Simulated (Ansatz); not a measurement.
Crystal: Fe.

```
Fe
1.0
    -1.44300    1.44300    1.44300
     1.44300   -1.44300    1.44300
     1.44300    1.44300   -1.44300
Fe
1
Direct
  0.00000 0.00000 0.00000
```

- Program: Ansatz 0.2.0
- Task: relaxation of cell and atoms
- Functional: PBE0
- Potentials or basis: Ansatz PAW
- Cutoff: 420 eV (not typed: the program's choice for these potentials)
- k mesh: 7 × 7 × 7
- Occupations: fermi-dirac, width 0.05 eV
- Spin: collinear spin, ferromagnetic start
- Starting moments: [3.0] μB

At the start: volume 12.02 Å³/atom.

**Question.** How do energy, volume and symmetry change on relaxing?

**Answer.** It ends after 7 steps and the volume is 12.28 Å³/atom (+2.2 %); space group Im-3m (No. 229, to 0.05 Å); moment 2.86 μB per cell.

The path:
```
step  energy change (eV)  largest force (eV/Å)  volume (Å³)
   1              0.0000                0.0000        12.02
   2             -0.0027                0.0000        12.20
   3             -0.0029                0.0000        12.28
   4             -0.0029                0.0000        12.29
   5             -0.0034                0.0000        12.29
   6             -0.0034                0.0000        12.28
   7             -0.0034                0.0000        12.28
```

Final structure:
```cif
data_structure
_symmetry_space_group_name_H-M 'P 1'
_symmetry_Int_Tables_number 1
_cell_length_a 2.5175
_cell_length_b 2.5175
_cell_length_c 2.5175
_cell_angle_alpha 109.471
_cell_angle_beta 109.471
_cell_angle_gamma 109.471
_cell_volume 12.28
loop_
_atom_site_label
_atom_site_type_symbol
_atom_site_fract_x
_atom_site_fract_y
_atom_site_fract_z
_atom_site_occupancy
Fe1 Fe 0.00000 0.00000 0.00000 1
```

Caveat: the k mesh is coarse (spacing up to 0.44 Å⁻¹), so the values aren't converged, least of all with exact exchange; the magnetic or orbital state may not be the lowest; the plane-wave basis is chosen anew once the cell has moved, so the energies of steps on either side of that aren't comparable; the PAW data sets come from PBE, with cores solved anew for the run's functional, which leaves a small shift of forces and pressure.
